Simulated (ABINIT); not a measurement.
The system is TiTe2.

```
Te Ti
1.0
     3.77700    0.00000    0.00000
    -1.88850    3.27098    0.00000
     0.00000    0.00000    6.49800
Te Ti
2 1
Direct
  0.33333 0.66667 0.73720
  0.66667 0.33333 0.26280
  0.00000 0.00000 0.00000
```

Program: ABINIT 10.8.3 (patched build). Alike in all runs: no spin polarisation; cell as given; cutoff (eV) 408; smearing fermi-dirac 0.05 eV.

Task: Order these runs on this cell by their pressure, lowest first.
A. level PBEsol; potentials or basis JTH PAW PBE v2.0; k mesh 5 × 5 × 2; mesh quality coarse
B. level BP86; potentials or basis JTH PAW PBE v2.0; k mesh 8 × 8 × 4; mesh quality not flagged
C. level rPW86PBE; potentials or basis JTH PAW PBE v2.0; k mesh 8 × 8 × 4; mesh quality not flagged
D. level LDA; potentials or basis JTH PAW LDA v2.0; k mesh 3 × 3 × 2; mesh quality coarse

Result: D (-3.5 GPa), A (-1.9 GPa), B (1.7 GPa), C (4.8 GPa).

Caveats: some runs use coarse meshes; the PAW data sets were made with another functional, which shifts forces and pressure a little (some runs); this functional lacks dispersion, which binds the layers, so the pressure and a relaxed spacing across them are unreliable (some runs).
